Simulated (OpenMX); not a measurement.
Si2Mo under changes of volume

One of the cells (13.416 Å³/atom); the others are scaled copies at fixed shape and fractional positions:

```
CELL_PARAMETERS angstrom
-1.60000 1.60000 3.93050
1.60000 -1.60000 3.93050
1.60000 1.60000 -3.93050
ATOMIC_POSITIONS crystal
Mo 0.00000 0.00000 0.00000
Si 0.66700 0.66700 0.00000
Si 0.33300 0.33300 0.00000
```

```yaml
Program: OpenMX 3.8.5
Functional: LDA
Potentials_or_basis: OpenMX 2013 LDA set, Mo7.0-s3p2d2, Si7.0-s2p2d1, fixed grid of 36 × 36 × 27 points
k_mesh: 13 × 13 × 13
Occupations: fermi-dirac, width 0.05 eV
Spin: no spin polarisation
```

| volume (Å³/atom) | energy over the lowest point (meV/atom) | largest force (eV/Å) |
| --- | --- | --- |
| 12.611 | 15.54 | 0.230 |
| 12.879 | 3.49 | 0.267 |
| 13.148 | 0.00 | 0.304 |
| 13.416 | 4.08 | 0.337 |
| 13.684 | ? | ? |
| 13.953 | 32.21 | 0.400 |
| 14.221 | 54.72 | 0.428 |

Problem. What does the run at 13.684 Å³/atom give?

Solution. Energy over the lowest point 15.10 meV/atom; largest force 0.368 eV/Å.

Worked out: A Birch-Murnaghan fit of order 3 (a polynomial in V^(-2/3)) to the other rows has its minimum at 13.13 Å³/atom with B0 = V·E''(V) = 225 GPa and B' = 4.5 at fixed shape and positions, which overstates the stiffness. It gives 15.06 meV/atom at 13.684 Å³/atom, against the run's 15.10.

Energies are extrapolated to zero smearing.

Caveats: the basis of atomic orbitals isn't converged, which shifts pressures, moduli and gaps.
